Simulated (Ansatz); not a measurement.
# TiO2 (Rutile): the cost of one run

Computed with the Python package of Ansatz 0.2.0. Level of theory: DFT PBE, plane waves, PAW.

**1. The structure**

It takes space group P4_2/mnm (No. 136, tetragonal). The conventional cell has a = 4.592 Å, b = 4.592 Å, c = 2.957 Å, α = 90.00°, β = 90.00°, γ = 90.00°. Ti (site symmetry mmm) is surrounded by 6 O at 1.95 to 1.98 Å. Around O (site symmetry m2m) lie 3 Ti at 1.95 to 1.98 Å.

Input file POSCAR_tio2:

```text
TiO2
1.0
   4.59220000    0.00000000    0.00000000
   0.00000000    4.59220000    0.00000000
   0.00000000    0.00000000    2.95740000
Ti O
2 4
Direct
   0.00000000    0.00000000    0.00000000
   0.50000000    0.50000000    0.50000000
   0.30496000    0.30496000    0.00000000
   0.19504000    0.80496000    0.50000000
   0.69504000    0.69504000    0.00000000
   0.80496000    0.19504000    0.50000000
```

**2. The script**

The input, run_slab.py:

```python
import warnings

import ansatz as az
from ase.build import surface
from ase.constraints import FixAtoms
from ase.io import read
import numpy as np

FILLING = "Fermi-Dirac"


def main() -> None:
    warnings.simplefilter("ignore", az.DeckWarning)

    atoms = read("POSCAR_tio2", format="vasp")
    slab = surface(atoms, (0, 0, 1), 3, vacuum=8.0)
    slab.pbc = (True, True, False)

    print(slab.get_chemical_formula(), "area {:.3f} A^2, cell height {:.2f} A".format(np.linalg.norm(np.cross(slab.cell[0], slab.cell[1])), slab.cell[2, 2]))
    slab.set_constraint(FixAtoms(mask=slab.positions[:, 2] < slab.positions[:, 2].mean()))


    def prepared(structure):
        return (
            az.Crystal.from_ase(structure).calculation()
            .functional(az.Functional.PBE)
            .occupations(FILLING)
        )


    model = (
        prepared(slab)
        .kpoints(4, 4, 1)
        .relax(force_tolerance=0.03, max_steps=30)
    )
    res = model.run(threads=1)
    data = res.report

    print(f"slab free energy {data['free_energy_ev']:.4f} eV, Fermi level {data['fermi_energy_ev']:.3f} eV")
    print("vacuum reading:", {k: round(v, 3) for k, v in data.get("vacuum", {}).items() if isinstance(v, float)})

    print("atom   z before  z after (A)")
    for atom, site in zip(slab, res.lattice.sites):
        print(f"{atom.symbol:3s} {atom.z:9.3f} {site.position_ang[2]:9.3f}")


if __name__ == "__main__":
    main()
```

**3. The calls as engine input**

The package turns the script's settings into the engine's input:

```yaml
crystal:
  lattice:
    - [4.5922, 0.0, 0.0]
    - [0.0, 4.5922, 0.0]
    - [0.0, 0.0, 23.3935]
  periodic: [true, true, false]
  atoms:
    - { symbol: Ti, position: [0.0, 0.0, 0.34197533502896105] }
    - { symbol: Ti, position: [0.5, 0.5, 0.40518520101737665] }
    - { symbol: O, position: [0.30496, 0.30496, 0.34197533502896105] }
    - { symbol: O, position: [0.19504, 0.80496, 0.40518520101737665] }
    - { symbol: O, position: [0.69504, 0.69504, 0.34197533502896105] }
    - { symbol: O, position: [0.80496, 0.19504, 0.40518520101737665] }
    - { symbol: Ti, position: [0.0, 0.0, 0.4683950670057922] }
    - { symbol: Ti, position: [0.5, 0.5, 0.5316049329942077] }
    - { symbol: O, position: [0.30496, 0.30496, 0.4683950670057922] }
    - { symbol: O, position: [0.19504, 0.80496, 0.5316049329942077] }
    - { symbol: O, position: [0.69504, 0.69504, 0.4683950670057922] }
    - { symbol: O, position: [0.80496, 0.19504, 0.5316049329942077] }
    - { symbol: Ti, position: [0.0, 0.0, 0.5948147989826233] }
    - { symbol: Ti, position: [0.5, 0.5, 0.658024664971039] }
    - { symbol: O, position: [0.30496, 0.30496, 0.5948147989826233] }
    - { symbol: O, position: [0.19504, 0.80496, 0.658024664971039] }
    - { symbol: O, position: [0.69504, 0.69504, 0.5948147989826233] }
    - { symbol: O, position: [0.80496, 0.19504, 0.658024664971039] }
kpoints:
  mp_grid:
    grid: [4, 4, 1]
hamiltonian:
  xc: pbe
scf:
  occupations:
    method: fermi_dirac
relax:
  f_tol: 0.03
  max_steps: 30
  constraints:
    - { sites: [0, 1, 2, 3, 4, 5, 6, 8, 10], fix: xyz }
```

**4. Launch**

Started as:

```console
$ python run_slab.py
```

**Question.** How long does this script take on 1 thread of Arm Neoverse V1, shared host, and how much memory does it need?

About 4.1 min, with a peak of 1.1 GiB.
